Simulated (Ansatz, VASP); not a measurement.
**Sn in VASP and in Ansatz**

```
CELL_PARAMETERS angstrom
0.00000 3.16734 3.16734
3.16734 0.00000 3.16734
3.16734 3.16734 0.00000
ATOMIC_POSITIONS crystal
Sn 0.75000 0.75000 0.75000
Sn 0.50000 0.50000 0.50000
```

Change from the starting cell: volume scaled by 0.94.

Alike in both runs: task single point; functional PBEsol; k mesh 7 × 7 × 7; occupations fermi-dirac, width 0.05 eV; no spin polarisation.

|  | VASP | Ansatz |
| --- | --- | --- |
| version | VASP 6.6.1 | Ansatz 0.2.0 |
| potentials or method | VASP PAW PBE potentials, release 64 (Sn_d) | Ansatz PAW |
| plane-wave cutoff (eV) | 520 | 420 |
| valence electrons in the cell | 28 | 28 |

VASP gave:

* gap on the k mesh at the Fermi level (eV): none
* pressure (GPa): 5.0

Which values does Ansatz return?

gap on the k mesh at the Fermi level (eV): none; pressure (GPa): 5.1.

A gap of «none» marks a metal or a gap that the smearing closes.

Caveats: the PAW data sets were made with another functional, which shifts forces and pressure a little (VASP); the PAW data sets come from PBE, with cores solved anew for the run's functional, which leaves a small shift of forces and pressure (Ansatz).
